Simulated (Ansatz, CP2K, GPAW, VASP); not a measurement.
One calculation of Be, 5 ways

```xyz
2
Lattice="2.2853 0.0000 0.0000 -1.1426 1.9791 0.0000 0.0000 0.0000 3.5842" Properties=species:S:1:pos:R:3 pbc="T T T"
Be    1.1427    0.6597    2.6882
Be    0.0000    1.3194    0.8961
```

Alike in all runs: task single point; functional PBE; k mesh 13 × 13 × 8; occupations gaussian, width 0.1 eV; no spin polarisation; no spin-orbit coupling. Pressure is positive in compression and, in plane waves, holds the error of the finite cutoff, which Ansatz's Pulay term estimates and takes out.

| program and potentials | plane-wave cutoff (eV) | notes | pressure (GPa) |
| --- | --- | --- | --- |
| Ansatz, Ansatz PAW | 420 | 2 valence electrons an atom on average; Pulay term of +0.04 GPa included | -2.82 |
| CP2K, POTENTIAL_UZH Be GTH-PBE-q4; TZVP-MOLOPT-PBE-GTH basis | - | atomic basis; 4 valence electrons an atom on average | -2.17 |
| VASP, PBE PAW files Be, release 54, 520 eV | 520 | 2 valence electrons an atom on average | -2.67 |
| GPAW, GPAW PAW data sets (gpaw-data 1.2.1) | 800 | 2 valence electrons an atom on average | -1.32 |
| Ansatz, all-electron LAPW, scalar-relativistic | - | - | -2.84 |

The pressure spans -2.84 (Ansatz, all-electron LAPW, scalar-relativistic) to -1.32 GPa (GPAW, GPAW PAW data sets (gpaw-data 1.2.1)), with all-electron results at -2.84. Rows in atomic bases carry the error of their basis and grid, which can be large.

Differences between rows come from potentials, basis sets and numerical settings, since the functional is the same but for its coding. Runs on potential files found faulty are left out.
